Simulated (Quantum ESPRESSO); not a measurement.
# Ni (Fm-3m) in Quantum ESPRESSO: further runs

Aim: see how the results for Ni move with the level of theory and the settings. Levels: PBEsol, RPBE, AM05, WC. Tasks: phonons.

All numbers are computed with Quantum ESPRESSO 7.5; they aren't measurements. Logs are shortened: lines on timing, memory, paths and dates and some standing lists are left out, and cuts for length are marked.

### 1 The crystal as given

Symmetry: Fm-3m, No. 225, cubic system. The conventional cell has a = 3.475 Å, b = 3.475 Å, c = 3.475 Å, α = 90.00°, β = 90.00°, γ = 90.00°. Ni (site symmetry m-3m) has 12 Ni at 2.46 Å as nearest neighbours.

### 2 Phonons, PBEsol, collinear spin, ferromagnetic start

pw.in reads:

```
&CONTROL
  calculation = 'scf'
  prefix = 'pwscf'
  outdir = './tmp'
  pseudo_dir = './pseudo'
  tprnfor = .true.
  tstress = .true.
  disk_io = 'low'
/
&SYSTEM
  ibrav = 0
  A = 2.45729921
  nat = 1
  ntyp = 1
  ecutwfc = 45
  ecutrho = 360
  nbnd = 18
  occupations = 'smearing'
  smearing = 'mv'
  degauss = 0.01469973
  nspin = 2
  starting_magnetization(1) = 0.0556
/
&ELECTRONS
  conv_thr = 2d-10
  electron_maxstep = 120
  mixing_beta = 0.3
/
ATOMIC_SPECIES
Ni    58.6934 ni_pbesol_v1.4.uspp.F.UPF
CELL_PARAMETERS alat
   0.0000000000    0.7071067805    0.7071067805
   0.7071067805    0.0000000000    0.7071067805
   0.7071067805    0.7071067805    0.0000000000
ATOMIC_POSITIONS alat
Ni     0.0000000000    0.0000000000    0.0000000000
K_POINTS automatic
11 11 11 0 0 0
```

relax.in reads:

```
&CONTROL
  calculation = 'vc-relax'
  prefix = 'pwscf'
  outdir = './tmp'
  pseudo_dir = './pseudo'
  tprnfor = .true.
  tstress = .true.
  disk_io = 'low'
  nstep = 40
  forc_conv_thr = 0.0001
  etot_conv_thr = 1d-06
/
&SYSTEM
  ibrav = 0
  A = 2.45729921
  nat = 1
  ntyp = 1
  ecutwfc = 45
  ecutrho = 360
  nbnd = 18
  occupations = 'smearing'
  smearing = 'mv'
  degauss = 0.01469973
  nspin = 2
  starting_magnetization(1) = 0.0556
/
&ELECTRONS
  conv_thr = 2d-10
  electron_maxstep = 120
  mixing_beta = 0.3
/
&IONS
  ion_dynamics = 'bfgs'
/
&CELL
  cell_dynamics = 'bfgs'
  press = 0
  press_conv_thr = 0.2
/
ATOMIC_SPECIES
Ni    58.6934 ni_pbesol_v1.4.uspp.F.UPF
CELL_PARAMETERS alat
   0.0000000000    0.7071067805    0.7071067805
   0.7071067805    0.0000000000    0.7071067805
   0.7071067805    0.7071067805    0.0000000000
ATOMIC_POSITIONS alat
Ni     0.0000000000    0.0000000000    0.0000000000
K_POINTS automatic
11 11 11 0 0 0
```

scf2.in reads:

```
&CONTROL
  calculation = 'scf'
  prefix = 'pwscf'
  outdir = './tmp'
  pseudo_dir = './pseudo'
  tprnfor = .true.
  tstress = .true.
  disk_io = 'low'
/
&SYSTEM
  ibrav = 0
  A = 2.44687307
  nat = 1
  ntyp = 1
  ecutwfc = 45
  ecutrho = 360
  nbnd = 18
  occupations = 'smearing'
  smearing = 'mv'
  degauss = 0.01469973
  nspin = 2
  starting_magnetization(1) = 0.0556
/
&ELECTRONS
  conv_thr = 1d-13
  electron_maxstep = 120
  mixing_beta = 0.3
  startingpot = 'file'
  startingwfc = 'file'
/
ATOMIC_SPECIES
Ni    58.6934 ni_pbesol_v1.4.uspp.F.UPF
CELL_PARAMETERS alat
   0.0000000000    0.7071067823    0.7071067823
   0.7071067823    0.0000000000    0.7071067823
   0.7071067823    0.7071067823    0.0000000000
ATOMIC_POSITIONS alat
Ni     0.0000000000    0.0000000000    0.0000000000
K_POINTS automatic
11 11 11 0 0 0
```

ph.in reads:

```
phonons of Ni
&INPUTPH
  prefix = 'pwscf'
  outdir = './tmp'
  tr2_ph = 1d-18
  fildyn = 'dyn'
  niter_ph = 90
  alpha_mix(1) = 0.4
/
0.1767766953 0.7071067812 0.1767766953
```

Potentials or basis: GBRV 1.5 PBEsol.

The run is started by

```sh
$ OMP_NUM_THREADS=1 mpirun -n 4 pw.x -nk 4 -in pw.in > pw.out
$ OMP_NUM_THREADS=1 mpirun -n 4 pw.x -nk 4 -in relax.in > relax.out
$ OMP_NUM_THREADS=1 mpirun -n 4 pw.x -nk 4 -in scf2.in > scf2.out
$ OMP_NUM_THREADS=1 mpirun -n 4 ph.x -nk 4 -in ph.in > ph.out
```

pw.out:

```text
This program is part of the open-source Quantum ESPRESSO suite
     for quantum simulation of materials; please cite
[... 6 lines left out ...]
     using ibrav=0 with symmetry is DISCOURAGED, use correct ibrav instead

     K-points division:     npool     =       4
     Subspace diagonalization in iterative solution of the eigenvalue problem:
     a serial algorithm will be used

     G-vector sticks info
     --------------------
     sticks:   dense  smooth     PW     G-vecs:    dense   smooth      PW
     Sum         535     265     91                 8099     2891     609

     Using Slab Decomposition

     bravais-lattice index     =            0
     lattice parameter (alat)  =       4.6436  a.u.
     unit-cell volume          =      70.8037 (a.u.)^3
     number of atoms/cell      =            1
     number of atomic types    =            1
     number of electrons       =        18.00
     number of Kohn-Sham states=           18
     kinetic-energy cutoff     =      45.0000  Ry
     charge density cutoff     =     360.0000  Ry
     scf convergence threshold =      2.0E-10
     mixing beta               =       0.3000
     number of iterations used =            8  plain     mixing
     Exchange-correlation= SLA  PW   PSX  PSC
                           (   1   4  10   8   0   0   0)

     celldm(1)=   4.643623  celldm(2)=   0.000000  celldm(3)=   0.000000
     celldm(4)=   0.000000  celldm(5)=   0.000000  celldm(6)=   0.000000

[... 8 lines left out ...]
               b(3) = (  0.707107  0.707107 -0.707107 )

     PseudoPot. # 1 for Ni read from file:
     ni_pbesol_v1.4.uspp.F.UPF
     Pseudo is Ultrasoft + core correction, Zval = 18.0
     Generated by new atomic code, or converted to UPF format
     Using radial grid of  865 points,  6 beta functions with:
                l(1) =   0
                l(2) =   0
                l(3) =   1
                l(4) =   1
                l(5) =   2
                l(6) =   2
     Q(r) pseudized with 10 coefficients,  rinner =    0.980   0.980   0.980
                                                       0.980   0.980

     atomic species   valence    mass     pseudopotential
     Ni               18.00    58.69340     Ni( 1.00)

     Starting magnetic structure
     atomic species   magnetization
     Ni              0.056

     48 Sym. Ops., with inversion, found

   Cartesian axes

     site n.     atom                  positions (alat units)
         1        Ni     tau(   1) = (   0.0000000   0.0000000   0.0000000  )

     number of k points=    56  Marzari-Vanderbilt smearing, width (Ry)=  0.0147
                       cart. coord. in units 2pi/alat
        k(    1) = (   0.0000000   0.0000000   0.0000000), wk =   0.0007513
        k(    2) = (   0.0642824   0.0642824  -0.0642824), wk =   0.0060105
        k(    3) = (   0.1285649   0.1285649  -0.1285649), wk =   0.0060105
        k(    4) = (   0.1928473   0.1928473  -0.1928473), wk =   0.0060105
        k(    5) = (   0.2571297   0.2571297  -0.2571297), wk =   0.0060105
        k(    6) = (   0.3214122   0.3214122  -0.3214122), wk =   0.0060105
[... 48 lines left out ...]
        k(   55) = (  -0.0642824  -0.4499770   0.7071068), wk =   0.0180316
        k(   56) = (   0.0000000  -0.3856946   0.6428243), wk =   0.0180316

     Dense  grid:     8099 G-vectors     FFT dimensions: (  30,  30,  30)

     Smooth grid:     2891 G-vectors     FFT dimensions: (  20,  20,  20)

     Check: negative core charge=   -0.000008
     Generating pointlists ...
     new r_m :   0.4125 (alat units)  1.9155 (a.u.) for type    1

     Initial potential from superposition of free atoms

     starting charge      16.0000, renormalised to      18.0000
     Starting wfcs are   13 randomized atomic wfcs +    5 random wfcs

     Self-consistent Calculation

     iteration #  1     ecut=    45.00 Ry     beta= 0.30
     Davidson diagonalization with overlap
     ethr =  1.00E-02,  avg # of iterations =  5.5

     total energy              =    -336.97475164 Ry
     estimated scf accuracy    <      30.74282562 Ry

     total magnetization       =     0.25 Bohr mag/cell
     absolute magnetization    =     0.27 Bohr mag/cell

     iteration #  2     ecut=    45.00 Ry     beta= 0.30
     Davidson diagonalization with overlap
     ethr =  1.00E-02,  avg # of iterations =  2.5

     total energy              =    -342.90328678 Ry
     estimated scf accuracy    <       0.89937326 Ry

     total magnetization       =     0.50 Bohr mag/cell
     absolute magnetization    =     0.55 Bohr mag/cell

     iteration #  3     ecut=    45.00 Ry     beta= 0.30
     Davidson diagonalization with overlap
     ethr =  5.00E-03,  avg # of iterations =  1.2

     total energy              =    -343.07624946 Ry
     estimated scf accuracy    <       0.04295020 Ry

     total magnetization       =     0.63 Bohr mag/cell
     absolute magnetization    =     0.71 Bohr mag/cell

     iteration #  4     ecut=    45.00 Ry     beta= 0.30
     Davidson diagonalization with overlap
     ethr =  2.39E-04,  avg # of iterations =  2.2

     total energy              =    -343.08555368 Ry
     estimated scf accuracy    <       0.01537095 Ry

     total magnetization       =     0.58 Bohr mag/cell
     absolute magnetization    =     0.66 Bohr mag/cell

     iteration #  5     ecut=    45.00 Ry     beta= 0.30
     Davidson diagonalization with overlap
     ethr =  8.54E-05,  avg # of iterations =  1.5

     total energy              =    -343.08800194 Ry
     estimated scf accuracy    <       0.00004616 Ry

     total magnetization       =     0.59 Bohr mag/cell
     absolute magnetization    =     0.68 Bohr mag/cell

     iteration #  6     ecut=    45.00 Ry     beta= 0.30
     Davidson diagonalization with overlap
     ethr =  2.56E-07,  avg # of iterations =  2.9

     total energy              =    -343.08800678 Ry
     estimated scf accuracy    <       0.00009499 Ry

     total magnetization       =     0.58 Bohr mag/cell
     absolute magnetization    =     0.68 Bohr mag/cell

     iteration #  7     ecut=    45.00 Ry     beta= 0.30
     Davidson diagonalization with overlap
     ethr =  2.56E-07,  avg # of iterations =  1.9

     total energy              =    -343.08802108 Ry
     estimated scf accuracy    <       0.00000017 Ry

     total magnetization       =     0.59 Bohr mag/cell
     absolute magnetization    =     0.68 Bohr mag/cell

     iteration #  8     ecut=    45.00 Ry     beta= 0.30
     Davidson diagonalization with overlap
     ethr =  9.21E-10,  avg # of iterations =  2.0

     total energy              =    -343.08802119 Ry
     estimated scf accuracy    <       0.00000005 Ry

     total magnetization       =     0.58 Bohr mag/cell
     absolute magnetization    =     0.68 Bohr mag/cell

     iteration #  9     ecut=    45.00 Ry     beta= 0.30
     Davidson diagonalization with overlap
     ethr =  2.54E-10,  avg # of iterations =  2.0

     total energy              =    -343.08802124 Ry
     estimated scf accuracy    <       0.00000005 Ry

     total magnetization       =     0.59 Bohr mag/cell
     absolute magnetization    =     0.68 Bohr mag/cell

     iteration # 10     ecut=    45.00 Ry     beta= 0.30
     Davidson diagonalization with overlap
     ethr =  2.54E-10,  avg # of iterations =  1.3

     Magnetic moment per site  (integrated on atomic sphere of radius R)
     atom   1 (R=0.412)  charge= 16.6692  magn=  0.6246

     End of self-consistent calculation

     Number of k-points >= 100: set verbosity='high' to print the bands.

     the Fermi energy is    18.5359 ev

!    total energy              =    -343.08802127 Ry
     estimated scf accuracy    <          1.9E-10 Ry
     smearing contrib. (-TS)   =      -0.00033082 Ry
     internal energy E=F+TS    =    -343.08769046 Ry

     The total energy is F=E-TS. E is the sum of the following terms:
     one-electron contribution =    -187.21421781 Ry
     hartree contribution      =     105.53639537 Ry
     xc contribution           =     -35.20633692 Ry
     ewald contribution        =    -226.20353110 Ry

     total magnetization       =     0.59 Bohr mag/cell
     absolute magnetization    =     0.68 Bohr mag/cell

     convergence has been achieved in  10 iterations

     Forces acting on atoms (cartesian axes, Ry/au):

     atom    1 type  1   force =     0.00000000    0.00000000    0.00000000

     Total force =     0.000000     Total SCF correction =     0.000000

     Computing stress (Cartesian axis) and pressure

          total   stress  (Ry/bohr**3)                   (kbar)     P=      -29.70
  -0.00020189   0.00000000   0.00000000          -29.70        0.00        0.00
   0.00000000  -0.00020189   0.00000000            0.00      -29.70        0.00
   0.00000000   0.00000000  -0.00020189            0.00        0.00      -29.70

=------------------------------------------------------------------------------=
   JOB DONE.
=------------------------------------------------------------------------------=
```

It took 83 s on 4 MPI ranks of AMD EPYC 9R45 (Zen 5), shared host; peak memory 0.36 GiB.

What came out:

```
Free energy                                           : -4667.9513 eV
Relaxed volume                                        : 10.36 Å³/atom
Relaxed cell                                          : a = 2.447 Å, b = 2.447 Å, c = 2.447 Å, α = 60.00°, β = 60.00°, γ = 60.00°
Space group after relaxing (to 0.05 Å)                : Fm-3m (No. 225)
Pressure after relaxing                               : -0.1 GPa
Band gap on the k mesh                                : none (metal or under the smearing width)
Net moment                                            : 0.58 μB per cell
Absolute moment                                       : 0.68 μB per cell
Site moments                                          : Ni +0.62 μB
Valence electrons inside the program's atomic spheres : Ni 16.67
Highest phonon frequency at the q point run           : 293 cm⁻¹
```

The path:
```
step  energy change (eV)  largest force (eV/Å)  pressure (GPa)  volume (Å³)
   1              0.0000                0.0000           -2.97        10.49
   2             -0.0012                0.0000            0.64        10.33
   3             -0.0013                0.0000           -0.07        10.36
   4             -0.0013                0.0000            0.00        10.36
```

Final structure:
```cif
data_structure
_symmetry_space_group_name_H-M 'P 1'
_symmetry_Int_Tables_number 1
_cell_length_a 2.4469
_cell_length_b 2.4469
_cell_length_c 2.4469
_cell_angle_alpha 60.000
_cell_angle_beta 60.000
_cell_angle_gamma 60.000
_cell_volume 10.36
loop_
_atom_site_label
_atom_site_type_symbol
_atom_site_fract_x
_atom_site_fract_y
_atom_site_fract_z
_atom_site_occupancy
Ni1 Ni 0.00000 0.00000 0.00000 1
```

Levels at points of the mesh, in eV from the Fermi level:
Spin up:
```tsv
k point	band 5	band 6	band 7	band 8	band 9	band 10	band 11	band 12	band 13	band 14
(0.00, 0.00, 0.00)	-9.54	-2.58	-2.58	-2.58	-1.35	-1.35	23.81	28.11	28.11	28.11
```
Spin down:
```
           k point  band 5  band 6  band 7  band 8  band 9  band 10  band 11  band 12  band 13  band 14
(0.00, 0.00, 0.00)   -9.56   -1.87   -1.87   -1.87   -0.69    -0.69    23.68    28.09    28.09    28.09
```

Phonon frequencies in cm⁻¹ (negative: imaginary):
```
              q point  frequencies
(0.625, 0.250, 0.625)  218 279 293
```

Phonon modes at q = (0.625, 0.250, 0.625) in reciprocal lattice units:
| mode | symmetry | cm⁻¹ |
| --- | --- | --- |
| 1 | B_1 | 218 |
| 2 | A_1 | 279 |
| 3 | B_2 | 293 |

Caveat: the mesh is thin for the phonons of a metal; the q point doesn't lie on the k mesh, which can shift a metal's frequencies strongly unless the mesh is converged.

(Continued in part 2 of 3.)
